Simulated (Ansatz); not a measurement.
The system is MnO.

```
Mn O
1.0
     0.00000    2.22391    2.22391
     2.22391    0.00000    2.22391
     2.22391    2.22391    0.00000
Mn O
1 1
Direct
  0.00000 0.00000 0.00000
  0.50000 0.50000 0.50000
```

The cell is a database's computed one.

Base run:

- Program: Ansatz 0.2.0
- Functional: RPBE
- Potentials or basis: all-electron LAPW, scalar-relativistic
- Cutoff: 324 eV
- Density cutoff: 1298 eV
- Basis error allowed: 0.001 eV/atom
- k mesh: 10 × 10 × 10
- Occupations: fermi-dirac, width 0.05 eV
- Spin: collinear spin, ferromagnetic start
- Starting moments: [4.0, 0.0] μB

Its results: pressure 5.6 GPa; net moment 4.82 μB per cell; site moments Mn +4.37; O +0.23 μB.

The run is repeated on the same cell with these changes: functional from RPBE to LDA. What comes out?

Pressure -16.6 GPa; net moment 4.60 μB per cell; site moments Mn +4.17; O +0.22 μB.

LDA binds more tightly than RPBE, so the same cell stands under less pressure.

Caveats: a cell with one magnetic atom can't hold antiferromagnetic order, which such compounds often take; so large a pressure means that the cell lies far from this level's equilibrium, or that cutoff or potentials fall short (some runs).

Not every run made on this cell is shown here.
